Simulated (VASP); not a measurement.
VASP 6.6.1 run: AlN

INCAR

```
IBRION = -1
NBANDS = 16
NELECT = 16.5
LCHARG = .FALSE.
LASPH = .TRUE.
LREAL = .FALSE.
ISMEAR = -1
PREC = Accurate
IVDW = 10
ISIF = 2
ENCUT = 520
EDIFF = 1E-7
NSW = 0
SIGMA = 0.02
GGA = PE
NELM = 95
LWAVE = .FALSE.
```

KPOINTS

```
KPOINTS created by Atomic Simulation Environment
0
Gamma
12 12 6
0 0 0
```

POSCAR

```
Al N
 1.0000000000000000
     3.1066937601931870    0.0000000000000000    0.0000000000000000
    -1.5533468800965935    2.6904757181059007    0.0000000000000000
     0.0000000000000000    0.0000000000000000    4.9288056363999999
 Al  N
   2   2
Cartesian
  0.0000000000000001  1.7936504787372671 -0.0210060977643792
  1.5533468800965935  0.8968252393686336  2.4433967204356208
  0.0000000000000001  1.7936504787372671  1.8693082114143795
  1.5533468800965935  0.8968252393686336  4.3337110296143795
```

The recommended PBE PAW datasets give the neutral cell 16 valence electrons.

Command

```
mpirun -np 1 vasp_std
```

How does this run end, and what does it give?

It converged. Results: pressure 29.8 GPa; largest force 0.29 eV/Å.

OSZICAR

```
N       E                     dE             d eps       ncg     rms          rms(c)
DAV:   1     0.483978691726E+02    0.48398E+02   -0.75125E+03  2440   0.912E+02
DAV:   2    -0.256689765843E+02   -0.74067E+02   -0.68931E+02  3344   0.194E+02
DAV:   3    -0.291482894898E+02   -0.34793E+01   -0.34639E+01  3176   0.429E+01
DAV:   4    -0.291693389176E+02   -0.21049E-01   -0.21048E-01  2968   0.376E+00
DAV:   5    -0.291696133157E+02   -0.27440E-03   -0.27440E-03  3072   0.430E-01    0.129E+01
DAV:   6    -0.239586275278E+02    0.52110E+01   -0.12586E+01  2888   0.261E+01    0.428E+00
DAV:   7    -0.239963975438E+02   -0.37770E-01   -0.74013E-01  2616   0.616E+00    0.295E+00
DAV:   8    -0.239757478740E+02    0.20650E-01   -0.70188E-02  2752   0.230E+00    0.554E-01
DAV:   9    -0.239703431622E+02    0.54047E-02   -0.13879E-02  3216   0.896E-01    0.244E-01
DAV:  10    -0.239707418775E+02   -0.39872E-03   -0.14438E-03  2616   0.255E-01    0.140E-01
DAV:  11    -0.239706741417E+02    0.67736E-04   -0.11541E-04  2936   0.831E-02    0.237E-02
DAV:  12    -0.239706738358E+02    0.30589E-06   -0.58349E-06  2944   0.199E-02    0.422E-03
DAV:  13    -0.239706736987E+02    0.13707E-06   -0.55072E-07  3096   0.584E-03    0.266E-03
DAV:  14    -0.239706737425E+02   -0.43770E-07   -0.59561E-08  1488   0.220E-03
   1 F= -.25055834E+02 E0= -.25054210E+02  d E =-.324746E-02
```

The cell is charged and sits in a uniform background.

For comparison, a separate PBE run of the intended cell, on usual settings and not on those above, gives a gap of 4.28 eV on its mesh and a pressure of 6.4 GPa.
